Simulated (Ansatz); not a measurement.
Start of a relaxation, CO put at a hollow C-C site (C, P6_3/mmc (No. 194), (0 0 1) face):

```xyz
8
Lattice="2.4650 0.0000 0.0000 -1.2325 2.1347 0.0000 0.0000 0.0000 26.8905" Properties=species:S:1:pos:R:3 pbc="T T T"
C     0.0000    0.0000    8.5000
C     0.0000    1.4231    8.5000
C     0.0000    0.0000   11.8703
C     1.2325    0.7116   11.8703
C     0.0000    0.0000   15.2405
C     0.0000    1.4231   15.2405
C     1.2325    0.7116   15.9205
O     1.2325    0.7116   17.0705
```

These are results of Ansatz 0.2.0, DFT PBE+D3(BJ), scalar-relativistic, plane waves, PAW, not measurements. Plane waves to 420 eV, a k mesh through Γ of 12×12×1 on the computed 8-atom cell and Gaussian smearing (0.10 eV); no spin polarisation. A dipole correction removes the field between periodic images along c.

Atoms 1, 2 (counted from 1) are held. The cell is fixed. Force threshold 0.03 eV/Å.

```
step E − E_final (eV) largest force (eV/Å)
   1            11.795                 8.702
   2             9.829                10.903
   3             6.095                12.069
   4             4.083                13.395
   5             2.192                11.871
   6             0.911                 4.307
   7             0.418                 1.718
   8             0.216                 1.034
   9             0.137                 0.260
  10             0.088                 0.185
  11             0.054                 0.098
  12             0.031                 0.171
  13             0.016                 0.216
  14             0.012                 0.415
  15             0.001                 0.106
  16             0.001                 0.078
  17             0.001                 0.105
  18             0.001                 0.078
  19             0.000                 0.004
  20             0.000                 0.002
```

Q: What is the final structure?

A:
```
CELL_PARAMETERS angstrom
2.46496 0.00000 0.00000
-1.23248 2.13472 0.00000
0.00000 0.00000 26.89054
ATOMIC_POSITIONS crystal
C 0.00000 0.00000 0.31610
C 0.33333 0.66667 0.31610
C 0.00000 0.00000 0.44149
C 0.66667 0.33333 0.44149
C 0.00000 0.00000 0.56727
C 0.33333 0.66667 0.56729
C 0.66667 0.33333 0.68468
O 0.66667 0.33333 0.72686
```

The end is the local minimum or symmetric point that this start leads to.

An atom lies near a switch of its D3 coefficient C6 between reference coordination numbers, so the dispersion energy changes steeply there and can make or shift the minimum.